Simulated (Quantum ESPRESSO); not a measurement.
Crystal: SiNi.

```
Ni Si
1.0
     2.94277    0.00000    0.00000
     0.00000    3.28033    0.00000
     0.00000    0.00000    4.67745
Ni Si
2 2
Cartesian
  1.4714 1.6402 1.6020
  0.0000 0.0000 3.0754
  1.4714 1.6402 3.9438
  0.0000 0.0000 0.7337
```

The cell is a database's computed one.

- Program: Quantum ESPRESSO 7.5
- Task: single point
- Functional: PBE
- Potentials or basis: SSSP 1.3 efficiency PBE
- Cutoff: 748 eV
- Density cutoff: 5987 eV
- k mesh: 9 × 8 × 6
- Occupations: fermi-dirac, width 0.05 eV
- Spin: collinear spin, ferromagnetic start
- Starting moments: [1.0, 1.0, 0.0, 0.0] μB

On this cell: pressure 6.9 GPa; largest force 0.073 eV/Å; net moment 0.00 μB per cell; band gap on the k mesh none (metal or under the smearing width).

The same run follows on a disturbed copy (atoms moved at random, drawn with an rms of 0.05 Å):

```
CELL_PARAMETERS angstrom
2.94277 0.00000 0.00000
0.00000 3.28033 0.00000
0.00000 0.00000 4.67745
ATOMIC_POSITIONS crystal
Ni 0.49231 0.49907 0.33863
Ni 0.99697 0.99110 0.65411
Si 0.50116 0.50926 0.84485
Si 0.99226 0.00146 0.15428
```

Problem. What does the disturbed cell give?

Solution. The energy (extrapolated to zero smearing) moves by +4.1 meV/atom; pressure 7.0 GPa; largest force 0.483 eV/Å; net moment 0.00 μB per cell; band gap on the k mesh none (metal or under the smearing width).

Forces on the atoms (eV/Å):
```
Ni   0.052 -0.024  0.287
Ni   0.003  0.384  0.008
Si  -0.103 -0.373 -0.289
Si   0.048  0.012 -0.006
```

Stress tensor (GPa, compression positive):
```
 6.95  0.08  0.16
 0.08  7.20 -0.15
 0.16 -0.15  6.90
```
